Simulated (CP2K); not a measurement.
# PbS (Galena) under changes of volume

One of the cells (26.086 Å³/atom); the others are scaled copies at fixed shape and fractional positions:

```
CELL_PARAMETERS angstrom
4.19420 0.00000 0.00000
2.09710 3.63229 0.00000
2.09710 1.21076 3.42455
ATOMIC_POSITIONS crystal
Pb 0.00000 0.00000 0.00000
S 0.50000 0.50000 0.50000
```

* Program: CP2K 2026.2
* Functional: r2SCAN
* Potentials or basis: POTENTIAL_UZH Pb GTH-SCAN-q4, S GTH-SCAN-q6; TZVP-MOLOPT-SCAN-GTH basis
* Density cutoff: 9184 eV
* k mesh: 8 × 8 × 8
* Occupations: fermi-dirac, width 0.01 eV
* Spin: no spin polarisation

```tsv
volume (Å³/atom)	energy over the lowest point (meV/atom)	pressure (GPa)	gap on the mesh (eV)
24.521	?	?	?
25.042	8.44	2.6	0.31
25.564	2.13	1.3	0.39
26.086	0.00	0.1	0.47
26.607	1.63	-1.0	0.54
27.129	6.65	-2.0	0.60
27.651	14.71	-2.9	0.66
```

Task: What does the run at 24.521 Å³/atom give?

Result: Energy over the lowest point 19.42 meV/atom; pressure 4.1 GPa; gap on the mesh 0.22 eV.

Worked out: A Birch-Murnaghan fit of order 3 (a polynomial in V^(-2/3)) to the other rows has its minimum at 26.11 Å³/atom with B0 = V·E''(V) = 57 GPa and B' = 4.3. It gives 19.38 meV/atom at 24.521 Å³/atom, against the run's 19.42, and -dE/dV = 4.1 GPa, against 4.1. A straight line through the other rows of the gap, of slope 3.54 eV per unit of ln V (its deformation potential), extrapolates to 0.24 eV, against the run's 0.22.

Energies are extrapolated to zero smearing.

Caveats: spin-orbit coupling is left out, which as a rule narrows the gap of such compounds by several tenths of an eV; the basis of atomic orbitals isn't converged, which shifts pressures, moduli and gaps.

A mesh can miss the band edges.
